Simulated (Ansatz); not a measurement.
## HfH3 in Ansatz: convergence with n extra bands

The system is HfH3.

```xyz
4
Lattice="-1.5265 1.5265 3.0340 1.5265 -1.5265 3.0340 1.5265 1.5265 -3.0340" Properties=species:S:1:pos:R:3 pbc="T T T"
Hf    0.0000    0.0000    0.0000
H     0.0000    0.0000    3.0340
H     1.5265    0.0000    1.5170
H     0.0000    1.5265    1.5170
```

The cell comes from a database or a generator and needn't be the stable form of this composition.

| Item | Value |
| --- | --- |
| Program | Ansatz 0.2.0 |
| Task | convergence study |
| Functional | PBEsol |
| Potentials or basis | Ansatz PAW |
| Cutoff | 420 eV (not typed: the program's choice for these potentials) |
| k mesh | 10 × 10 × 10 |
| Occupations | gaussian, width 0.1 eV |
| Spin | no spin polarisation |

These are the settings of the first run; the series varies n extra bands, with any setting tied to it.

Hardware: 2 threads of Arm Neoverse V2, on a shared host.

```tsv
n extra bands	energy less the tightest run, at zero smearing (meV/atom)	SCF cycles	CPU time (s)	peak memory (GiB)
1	0.00	6	2.9	0.33
2	0.00	6	2.5	0.33
4	0.00	6	2.6	0.33
8	0.00	6	2.9	0.34
16	0.00	6	3.5	0.35
32	0.00	6	4.6	0.38
```

Against the tightest run, the energy stays within 1 meV/atom from 1 on. The tightest run that finished is the yardstick and may itself not be fully converged.

 Spin-orbit coupling is left out, which matters for the levels of Hf.
